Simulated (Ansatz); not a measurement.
## Hf2S: do energies and stresses tell the same story?

Level of theory: DFT PBEsol, scalar-relativistic, plane waves, PAW in Ansatz 0.2.0.

Settings: cutoff 420 eV, Γ-centred mesh 12×12×4 on the computed 6-atom cell, Gaussian smearing of 0.10 eV; no spin polarisation.

Relaxed cell: P6_3/mmc, a = 3.347 Å, b = 3.347 Å, c = 11.664 Å, α = 90.00°, β = 90.00°, γ = 120.00°, 6 atoms in the primitive cell. Whether it is the stable form of this composition wasn't checked.

Energies at zero smearing and pressures from the stress tensor, at volumes with shape and atoms relaxed:
| V (Å³/atom) | E − E(first) (meV/atom) | P (GPa) |
| --- | --- | --- |
| 17.724 | 0.00 | 9.80 |
| 18.289 | -25.15 | 4.55 |
| 18.855 | -33.02 | 0.00 |
| 19.421 | -25.94 | -3.93 |
| 19.986 | -5.97 | -7.31 |

Task: Check P = −dE/dV between neighbouring volumes, and get the bulk modulus from the pressures alone.

Result: With 1 eV/Å³ = 160.2 GPa:
```tsv
middle V (Å³/atom)	−ΔE/ΔV (GPa)	mean P (GPa)
18.006	7.123	7.172
18.572	2.230	2.274
19.138	-2.005	-1.962
19.703	-5.658	-5.619
```

The two differ by 0.05 GPa at most. The mean of two end pressures misses the average over a step by about ΔV² P″/12, up to 0.06 GPa here; with that taken off 0.01 GPa remains. Around V = 18.855 Å³/atom, the two neighbours give B = −V ΔP/ΔV = 18.855 × 8.47 / 1.131 = 141.2 GPa, against B0 = 140.7 GPa from the Birch–Murnaghan fit of the energies.

Spin–orbit coupling is left out, which can shift energies with elements as heavy as these.